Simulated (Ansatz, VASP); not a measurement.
**One calculation of SiC, two programs**

Contents of INCAR:

```
PREC = Accurate
ENCUT = 520
EDIFF = 1E-6
ISMEAR = -1
SIGMA = 0.08
LREAL = False
LASPH = True
NELM = 100
ALGO = Normal
ISIF = 2
LWAVE = False
LCHARG = False
GGA = PS
NBANDS = 16
```

Contents of KPOINTS:

```
Automatic mesh
0
Gamma
  15 15 8
```

Contents of POSCAR:

```
SiC
1.0
    3.1682781526      0.0000000000      0.0000000000
   -1.5841390763      2.7438093665      0.0000000000
    0.0000000000      0.0000000000      5.0480000000
Si C
2 2
Direct
    0.3333333333      0.6666666667      0.0000000000
    0.6666666667      0.3333333333      0.5000000000
    0.3333333333      0.6666666667      0.3850000000
    0.6666666667      0.3333333333      0.8850000000
```

Input for Ansatz:

```yaml
crystal:
  lattice:
    - [3.1682781526, 0.0, 0.0]
    - [-1.5841390763, 2.7438093665, 0.0]
    - [0.0, 0.0, 5.048]
  atoms:
    - { symbol: Si, position: [0.3333333333, 0.6666666667, 0.0] }
    - { symbol: Si, position: [0.6666666667, 0.3333333333, 0.5] }
    - { symbol: C, position: [0.3333333333, 0.6666666667, 0.385] }
    - { symbol: C, position: [0.6666666667, 0.3333333333, 0.885] }
kpoints:
  mp_grid: { grid: [15, 15, 8] }
  band_path:
    path:
      - [0.0, 0.0, 0.0]
      - [0.5, 0.0, 0.0]
      - [0.3333333333, 0.3333333333, 0.0]
      - [0.0, 0.0, 0.0]
      - [0.0, 0.0, 0.5]
      - [0.5, 0.0, 0.5]
      - [0.3333333333, 0.3333333333, 0.5]
      - [0.0, 0.0, 0.5]
      - [0.5, 0.0, 0.5]
    npoints: 5
scf:
  occupations: { method: fermi_dirac, width: 0.08 }
hamiltonian:
  xc: pbesol
  pseudopotentials: { kind: all_electron, lapw: { basis_error: 0.001 } }
output:
  forces: true
  stress: true
  eigenvalues: true
```

Change from the starting cell: equal xx and yy strain of +3 %.

Alike in both runs: task single point; functional PBEsol; k mesh 15 × 15 × 8; occupations fermi-dirac, width 0.08 eV; no spin polarisation.

|  | VASP | Ansatz |
| --- | --- | --- |
| version | VASP 6.6.1 | Ansatz 0.2.0 |
| potentials or method | VASP PAW PBE potentials, release 64 (Si, C) | all-electron LAPW, scalar-relativistic |
| plane-wave cutoff (eV) | 520 | see its input |

```csv
,VASP,Ansatz,Ansatz less VASP
pressure (GPa),-11.6,-11.9,-0.32
largest component of the traceless stress (GPa),7.00,6.97,-0.028
rms of the force components (eV/Å),0.284,0.284,-0.0002
```

Atom by atom the forces differ by 0.000 eV/Å (rms over components). Ansatz ran all-electron here, so the differences hold the error of VASP's frozen core and of both bases.

Caveats: the PAW data sets were made with another functional, which shifts forces and pressure a little (VASP); an odd mesh through Γ misses points on the zone boundary, where band edges often lie.
